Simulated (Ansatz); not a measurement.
# Si64Se (Se between the sites of Si, 64 sites): the cost of one run

Computed with Ansatz 0.2.0 (DFT LDA, scalar-relativistic, plane waves, PAW, and further levels as typed in the inputs, unless a step's input says otherwise).

**1. The system as given**

It takes space group P1 (No. 1, triclinic). The conventional cell has a = 10.804 Å, b = 10.804 Å, c = 10.804 Å, α = 90.00°, β = 90.00°, γ = 90.00°. Se (site symmetry 1) has 4 Si at 2.32 to 2.38 Å in its first shell of neighbours. Si (site symmetry 1) is surrounded by 1 Se at 2.32 Å and 4 Si at 2.32 to 2.35 Å. Si (site symmetry 1) has 4 Si at 2.31 to 2.36 Å in its first shell of neighbours. Around Si (site symmetry 1) lie 4 Si at 2.29 to 2.37 Å. Around Si (site symmetry 1) lie 4 Si at 2.28 to 2.36 Å. Around Si (site symmetry 1) lie 4 Si at 2.31 to 2.37 Å. Si (site symmetry 1) has 4 Si at 2.29 to 2.36 Å in its first shell of neighbours. Si (site symmetry 1) has 4 Si at 2.32 to 2.37 Å in its first shell of neighbours. Only part of the 65 independent sites is listed.

As a file:

```cif
data_structure
_symmetry_space_group_name_H-M 'P 1'
_symmetry_Int_Tables_number 1
_cell_length_a 10.8040
_cell_length_b 10.8040
_cell_length_c 10.8040
_cell_angle_alpha 90.000
_cell_angle_beta 90.000
_cell_angle_gamma 90.000
_cell_volume 1261.11
loop_
_atom_site_label
_atom_site_type_symbol
_atom_site_fract_x
_atom_site_fract_y
_atom_site_fract_z
_atom_site_occupancy
Se1 Se 0.87813 0.87414 0.87506 1
Si1 Si 0.00075 0.99854 0.00000 1
Si2 Si 0.00000 0.24675 0.25188 1
Si3 Si 0.25111 0.99884 0.24968 1
Si4 Si 0.25094 0.24952 0.99955 1
Si5 Si 0.12231 0.12603 0.12523 1
Si6 Si 0.12551 0.37217 0.37806 1
Si7 Si 0.37529 0.12428 0.37876 1
Si8 Si 0.37492 0.37231 0.12425 1
Si9 Si 0.99576 0.00194 0.49923 1
Si10 Si 0.99863 0.25199 0.74694 1
Si11 Si 0.25099 0.99618 0.74877 1
Si12 Si 0.24777 0.25271 0.50327 1
Si13 Si 0.12439 0.12656 0.62467 1
Si14 Si 0.12605 0.37361 0.87184 1
Si15 Si 0.37166 0.12571 0.87916 1
Si16 Si 0.37550 0.37403 0.62854 1
Si17 Si 0.00044 0.50019 0.00047 1
Si18 Si 0.99975 0.74943 0.24734 1
Si19 Si 0.25093 0.49982 0.25221 1
Si20 Si 0.24932 0.74647 0.99982 1
Si21 Si 0.12815 0.62429 0.12335 1
Si22 Si 0.12279 0.87306 0.37444 1
Si23 Si 0.37282 0.62777 0.37448 1
Si24 Si 0.37520 0.87766 0.12778 1
Si25 Si 0.99961 0.50061 0.50136 1
Si26 Si 0.99964 0.74671 0.75121 1
Si27 Si 0.25166 0.50077 0.74829 1
Si28 Si 0.24964 0.74891 0.49945 1
Si29 Si 0.12740 0.62783 0.62624 1
Si30 Si 0.12602 0.87625 0.87498 1
Si31 Si 0.37486 0.62375 0.87490 1
Si32 Si 0.37918 0.87661 0.62437 1
Si33 Si 0.49913 0.99840 0.00069 1
Si34 Si 0.50072 0.24733 0.25090 1
Si35 Si 0.74895 0.00264 0.25029 1
Si36 Si 0.75318 0.24915 0.99947 1
Si37 Si 0.62555 0.12695 0.12605 1
Si38 Si 0.62272 0.37534 0.37504 1
Si39 Si 0.87421 0.12380 0.37824 1
Si40 Si 0.87428 0.37343 0.12618 1
Si41 Si 0.50024 0.99986 0.50145 1
Si42 Si 0.50090 0.25067 0.75178 1
Si43 Si 0.75053 0.99886 0.74933 1
Si44 Si 0.74904 0.25039 0.49800 1
Si45 Si 0.62161 0.12516 0.62253 1
Si46 Si 0.62139 0.37569 0.87368 1
Si47 Si 0.87592 0.12402 0.87292 1
Si48 Si 0.87270 0.37405 0.62449 1
Si49 Si 0.49848 0.49948 0.99716 1
Si50 Si 0.50003 0.74668 0.24964 1
Si51 Si 0.75129 0.50202 0.25317 1
Si52 Si 0.74712 0.75140 0.00223 1
Si53 Si 0.62682 0.62328 0.12576 1
Si54 Si 0.62844 0.87223 0.37588 1
Si55 Si 0.87706 0.62371 0.37608 1
Si56 Si 0.87302 0.87350 0.12349 1
Si57 Si 0.50036 0.49983 0.50177 1
Si58 Si 0.49826 0.74976 0.75178 1
Si59 Si 0.75104 0.49755 0.75123 1
Si60 Si 0.74911 0.75071 0.50056 1
Si61 Si 0.62726 0.62522 0.62157 1
Si62 Si 0.62246 0.87635 0.87452 1
Si63 Si 0.87711 0.62551 0.87361 1
Si64 Si 0.87700 0.87351 0.62120 1
```

**2. Relaxing cell and atoms: Si64Se defect cell, no spin**

input.yaml reads:

```yaml
crystal:
  lattice:
    - [10.804, 0.0, 0.0]
    - [0.0, 10.804, 0.0]
    - [0.0, 0.0, 10.804]
  atoms:
    - { symbol: Se, position: [0.8781294441, 0.8741374725, 0.8750607556] }
    - { symbol: Si, position: [0.0007543804, -0.0014604277, 3.8237e-06] }
    - { symbol: Si, position: [-1.6483e-06, 0.2467517136, 0.2518838541] }
    - { symbol: Si, position: [0.2511116226, -0.001157773, 0.2496824357] }
    - { symbol: Si, position: [0.2509353931, 0.2495161858, -0.0004493689] }
    - { symbol: Si, position: [0.1223098086, 0.1260266203, 0.1252293241] }
    - { symbol: Si, position: [0.1255080709, 0.3721741493, 0.3780557195] }
    - { symbol: Si, position: [0.3752857007, 0.1242833396, 0.37875615] }
    - { symbol: Si, position: [0.3749159829, 0.3723145526, 0.1242498559] }
    - { symbol: Si, position: [-0.0042360517, 0.0019426075, 0.4992290368] }
    - { symbol: Si, position: [-0.00137459, 0.2519853205, 0.7469435846] }
    - { symbol: Si, position: [0.2509911687, -0.003821575, 0.748774233] }
    - { symbol: Si, position: [0.2477707889, 0.2527063599, 0.5032694574] }
    - { symbol: Si, position: [0.1243902004, 0.126556337, 0.6246668153] }
    - { symbol: Si, position: [0.126051577, 0.3736063732, 0.8718375801] }
    - { symbol: Si, position: [0.3716621646, 0.1257092222, 0.8791606721] }
    - { symbol: Si, position: [0.3754987257, 0.3740288696, 0.6285394648] }
    - { symbol: Si, position: [0.0004392852, 0.5001877712, 0.0004675634] }
    - { symbol: Si, position: [-0.0002450522, 0.7494271078, 0.2473436441] }
    - { symbol: Si, position: [0.2509285896, 0.4998245549, 0.2522086004] }
    - { symbol: Si, position: [0.2493172557, 0.7464709924, -0.0001843958] }
    - { symbol: Si, position: [0.1281461261, 0.6242902201, 0.123352727] }
    - { symbol: Si, position: [0.1227904629, 0.8730562443, 0.3744442915] }
    - { symbol: Si, position: [0.372815657, 0.627772379, 0.3744767952] }
    - { symbol: Si, position: [0.3752011262, 0.8776624204, 0.1277828925] }
    - { symbol: Si, position: [-0.0003938041, 0.5006145395, 0.5013606564] }
    - { symbol: Si, position: [-0.0003570075, 0.7467086026, 0.7512119691] }
    - { symbol: Si, position: [0.2516555948, 0.5007691644, 0.7482903653] }
    - { symbol: Si, position: [0.2496371209, 0.7489063869, 0.4994451847] }
    - { symbol: Si, position: [0.1274007501, 0.6278315062, 0.6262392044] }
    - { symbol: Si, position: [0.1260158184, 0.8762525527, 0.8749773377] }
    - { symbol: Si, position: [0.3748599344, 0.6237529708, 0.8748965801] }
    - { symbol: Si, position: [0.3791835376, 0.8766087363, 0.6243666845] }
    - { symbol: Si, position: [0.4991263853, -0.0016003147, 0.0006930218] }
    - { symbol: Si, position: [0.5007248162, 0.2473285419, 0.2509002873] }
    - { symbol: Si, position: [0.7489458122, 0.002641098, 0.2502903443] }
    - { symbol: Si, position: [0.7531798039, 0.2491519311, -0.000533106] }
    - { symbol: Si, position: [0.6255549951, 0.1269547358, 0.1260475426] }
    - { symbol: Si, position: [0.6227165421, 0.3753385796, 0.3750411787] }
    - { symbol: Si, position: [0.8742057227, 0.1238002494, 0.378235056] }
    - { symbol: Si, position: [0.8742773297, 0.3734340566, 0.1261794018] }
    - { symbol: Si, position: [0.5002418048, -0.0001403441, 0.5014463195] }
    - { symbol: Si, position: [0.5009045269, 0.2506704739, 0.7517848954] }
    - { symbol: Si, position: [0.7505250582, -0.0011420251, 0.7493293554] }
    - { symbol: Si, position: [0.7490355936, 0.2503882304, 0.4980044708] }
    - { symbol: Si, position: [0.6216078749, 0.1251631894, 0.6225258783] }
    - { symbol: Si, position: [0.6213865641, 0.3756910973, 0.8736837223] }
    - { symbol: Si, position: [0.8759184106, 0.1240173015, 0.8729230611] }
    - { symbol: Si, position: [0.8726980424, 0.3740467841, 0.624493923] }
    - { symbol: Si, position: [0.4984756385, 0.4994796225, -0.0028435807] }
    - { symbol: Si, position: [0.5000268214, 0.746679658, 0.2496411397] }
    - { symbol: Si, position: [0.7512908073, 0.5020213602, 0.2531736028] }
    - { symbol: Si, position: [0.7471190529, 0.7514045265, 0.0022330289] }
    - { symbol: Si, position: [0.626815174, 0.6232796671, 0.1257623044] }
    - { symbol: Si, position: [0.6284432723, 0.8722282976, 0.3758817803] }
    - { symbol: Si, position: [0.8770590346, 0.6237104942, 0.3760791749] }
    - { symbol: Si, position: [0.8730175999, 0.8734964669, 0.1234874486] }
    - { symbol: Si, position: [0.5003559935, 0.4998315786, 0.5017662259] }
    - { symbol: Si, position: [0.4982593871, 0.7497569869, 0.7517791123] }
    - { symbol: Si, position: [0.7510380918, 0.4975478687, 0.7512314026] }
    - { symbol: Si, position: [0.749114369, 0.7507134145, 0.5005566094] }
    - { symbol: Si, position: [0.6272571619, 0.6252157718, 0.6215682972] }
    - { symbol: Si, position: [0.6224641619, 0.8763534883, 0.8745218135] }
    - { symbol: Si, position: [0.8771065884, 0.6255061807, 0.8736133548] }
    - { symbol: Si, position: [0.8770037148, 0.8735053727, 0.6212002305] }
scf:
  occupations: { method: gaussian, width: 0.05 }
output:
  forces: true
  stress: false
  eigenvalues: true
hamiltonian:
  xc: lda
kpoints:
  mp_grid: { grid: [2, 2, 2], shift: [0.5, 0.5, 0.5] }
relax:
  f_tol: 0.015
  max_steps: 60
  cell: { stress_tol: 0.05, fix: [shape] }
```

Launch:

```bash
$ ansatz run input.yaml --threads 8 --pin off --max-ram 24576MiB --backend cpu --events-out ev --progress --plain --runs-dir out
```

**Question.** How long does this run take on 8 threads of Intel Xeon Platinum 8488C (Sapphire Rapids), shared host, and how much memory does it need?

About 5.9 min, with a peak of 4.5 GiB.
